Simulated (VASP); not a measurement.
CdS (Hawleyite), 2 atoms in the cell. The structure is cubic, space group F-43m (No. 216). Conventional cell: a = 5.835 Å, b = 5.835 Å, c = 5.835 Å, α = 90.00°, β = 90.00°, γ = 90.00°. Around Cd (site symmetry -43m) lie 4 S at 2.53 Å. S (site symmetry -43m) is surrounded by 4 Cd at 2.53 Å. 

| Item | Value |
| --- | --- |
| Program | VASP 6.6.1 |
| Task | band structure |
| Functional | HSE06 |
| Potentials or basis | VASP PAW PBE potentials, release 64 (Cd, S) |
| Cutoff | 520 eV |
| k mesh | 8 × 8 × 8 |
| Occupations | gaussian, width 0.03 eV |
| Spin | no spin polarisation |
| Grid for exact exchange (PRECFOCK) | Fast |
| Screening parameter | 0.2 1/A |
| Further INCAR settings | ALGO = Normal; EDIFF = 1e-06; NBANDS = 16 |

Potentials or basis: VASP PAW PBE potentials, release 64 (Cd, S).

Launch:

```bash
$ cat potpaw_PBE.64/Cd/POTCAR potpaw_PBE.64/S/POTCAR > POTCAR
$ cp INCAR.step1 INCAR
$ mpirun -np 8 vasp_std > vasp.out
$ cp INCAR.step2 INCAR
$ mpirun -np 8 vasp_std > vasp.out
```

Hardware: 8 MPI ranks on Intel(R) Xeon(R) Platinum 8488C (Sapphire Rapids) (shared host).

**Question.** How long does it take, and how much memory?

**Answer.** Wall time 17 min on 8 MPI ranks on Intel(R) Xeon(R) Platinum 8488C (Sapphire Rapids), with other jobs on the host, peak memory 0.39 GiB a rank. Counts: scf iterations 17, k points 29.
